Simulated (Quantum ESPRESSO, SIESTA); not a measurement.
## One calculation of SnO2, 5 ways

```
Sn O
1.0
     4.73800    0.00000    0.00000
     0.00000    4.73800    0.00000
     0.00000    0.00000    3.18650
Sn O
2 4
Cartesian
  2.3690 2.3690 1.5933
  0.0000 0.0000 0.0000
  3.8240 0.9140 1.5933
  3.2830 3.2830 0.0000
  0.9140 3.8240 1.5933
  1.4550 1.4550 0.0000
```

Alike in all runs: task single point; functional PBE; k mesh 6 × 6 × 8; occupations fermi-dirac, width 0.05 eV; no spin polarisation; no spin-orbit coupling. Pressure is positive in compression and, in plane waves, holds the error of the finite cutoff.

| program and potentials | plane-wave cutoff (eV) | notes | band gap (eV) | pressure (GPa) | largest force (eV/Å) |
| --- | --- | --- | --- | --- | --- |
| SIESTA, files sg15-pbe-1.2, DZP (energy shift 0.003 Ry; two zetas on semicore shells) | - | atomic basis | 0.97 | 19.72 | 0.326 |
| SIESTA, files PseudoDojo sr-pbe-0.4.1-standard, ansatz-sr-pbe-nc, DZP (energy shift 0.003 Ry; two zetas on semicore shells) | - | atomic basis | 1.00 | 19.14 | 0.288 |
| Quantum ESPRESSO, SSSP 1.3 efficiency PBE | 816 | - | 1.27 | 11.58 | 0.285 |
| SIESTA, files PseudoDojo sr-pbe-0.5-standard, DZP (energy shift 0.003 Ry; two zetas on semicore shells) | - | atomic basis | 1.02 | 17.77 | 0.291 |
| SIESTA, files spms-pbe-1.0, DZP (energy shift 0.003 Ry; two zetas on semicore shells) | - | atomic basis | 0.93 | 18.50 | 0.284 |

Force on atom 3 (O), eV/Å:

```csv
program and potentials,x,y,z
"SIESTA, files sg15-pbe-1.2, DZP (energy shift 0.003 Ry; two zetas on semicore shells)",-0.231,0.231,0.000
"SIESTA, files PseudoDojo sr-pbe-0.4.1-standard, ansatz-sr-pbe-nc, DZP (energy shift 0.003 Ry; two zetas on semicore shells)",-0.204,0.204,0.000
"Quantum ESPRESSO, SSSP 1.3 efficiency PBE",-0.201,0.201,0.000
"SIESTA, files PseudoDojo sr-pbe-0.5-standard, DZP (energy shift 0.003 Ry; two zetas on semicore shells)",-0.206,0.206,0.000
"SIESTA, files spms-pbe-1.0, DZP (energy shift 0.003 Ry; two zetas on semicore shells)",-0.201,0.201,0.000
```

The band gap spans 0.93 (SIESTA, files spms-pbe-1.0, DZP (energy shift 0.003 Ry; two zetas on semicore shells)) to 1.27 eV (Quantum ESPRESSO, SSSP 1.3 efficiency PBE). The pressure spans 11.58 (Quantum ESPRESSO, SSSP 1.3 efficiency PBE) to 19.72 GPa (SIESTA, files sg15-pbe-1.2, DZP (energy shift 0.003 Ry; two zetas on semicore shells)). The cell lies far from this level's equilibrium. The pressure on the cell as given of Quantum ESPRESSO, SSSP 1.3 efficiency PBE lies far from the others; the cause wasn't traced. Rows in atomic bases carry the error of their basis and grid, which can be large.

Differences between rows come from potentials, basis sets and numerical settings, since the functional is the same but for its coding. Runs on potential files found faulty are left out.
